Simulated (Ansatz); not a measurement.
# two structures of Lu: a comparison of enthalpies under pressure

Program: the Python package of Ansatz (0.2.0).

`transition_lu.py`:
```python
'''Pressure at which two phases of Lu cross.'''

import warnings

import ansatz as az
import numpy as np

FUNCTIONAL = 'pbe'
CUTOFF = 520
K_SPACING = 0.27
OCCUPATIONS = 'cold'
WIDTH_EV = 0.1


def hcp(a_site, a):
    return (
        az.Lattice.from_parameters(a, a, 1.633 * a, alpha=90, beta=90, gamma=120)
        .space_group(194)
        .atom(a_site, (1 / 3, 2 / 3, 0.25))
    )


def diamond(a_site, a):
    return az.Crystal.diamond(a_site, a=a)


def run_phase(name, crystal, pressure=0.0):
    calc = (
        crystal.calculation()
        .functional(FUNCTIONAL)
        .basis(CUTOFF)
        .kpoints(spacing=K_SPACING)
        .occupations(OCCUPATIONS, width=WIDTH_EV)
    )
    calc = calc.relax(force_tolerance=0.02, cell=True, pressure=pressure)
    return calc.run()


def volume_per_atom(outcome):
    return abs(np.linalg.det(outcome.lattice.cell_ang)) / len(outcome.lattice.sites)

warnings.simplefilter('ignore', az.DeckWarning)

phases = {}
phases['hcp'] = hcp('Lu', 3.47)
phases['diamond'] = diamond('Lu', 6.74)

# H = E + PV, with 1 eV per cubic angstrom equal to 160.2 GPa
pressures = [0, 15, 30, 45]
enthalpy, volume = {name: [] for name in phases}, {name: [] for name in phases}
for p in pressures:
    for name, crystal in phases.items():
        o = run_phase(name, crystal, pressure=p)
        volume[name].append(volume_per_atom(o))
        enthalpy[name].append(o.report['energy_sigma0_ev'] / len(o.lattice.sites) + p * volume[name][-1] / 160.21766)
gap = np.array(enthalpy['diamond']) - np.array(enthalpy['hcp'])
rows = [(p, va, vb, 1000 * d) for p, va, vb, d in zip(pressures, volume['hcp'], volume['diamond'], gap)]
print('   P (GPa)  V hcp (A^3/atom)  V diamond (A^3/atom)  H(diamond) - H(hcp) (meV/atom)')
for row in rows:
    print(f'{row[0]:10d}  {row[1]:16.3f}  {row[2]:20.3f}  {row[3]:+30.1f}')
crossings = [p0 - g0 * (p1 - p0) / (g1 - g0) for p0, p1, g0, g1 in zip(pressures, pressures[1:], gap, gap[1:]) if g0 * g1 < 0]
print('crossing near', [round(float(p), 1) for p in crossings], 'GPa') if crossings else print('no crossing in this range')
```

```console
$ python transition_lu.py
   P (GPa)  V hcp (A^3/atom)  V diamond (A^3/atom)  H(diamond) - H(hcp) (meV/atom)
         0            29.160                50.503                         +1999.3
        15            23.176                26.584                         +2715.9
        30            20.178                21.459                         +2982.5
        45            18.255                19.514                         +3098.5
no crossing in this range
```

Reading the output:
- At a fixed pressure a relaxation lowers the enthalpy F + PV, while F alone can rise.
- For the metals among these phases the mesh is modest: differences between phases can be off by up to 40 meV an atom.
- Only these two structures are compared, at zero temperature and with their symmetry kept; either may be hypothetical, and another phase may be lower than both. Differences under about 40 meV an atom lie within the error of mesh and functional.
- The cells are prototypes set up for this calculation and needn't exist.
- Hardware and time: 100 s on 1 thread of Intel(R) Xeon(R) 6975P-C (Granite Rapids), with other jobs on the host, peak memory 0.52 GiB.

(Lines on the test bed's own set-up are left out of the output.)
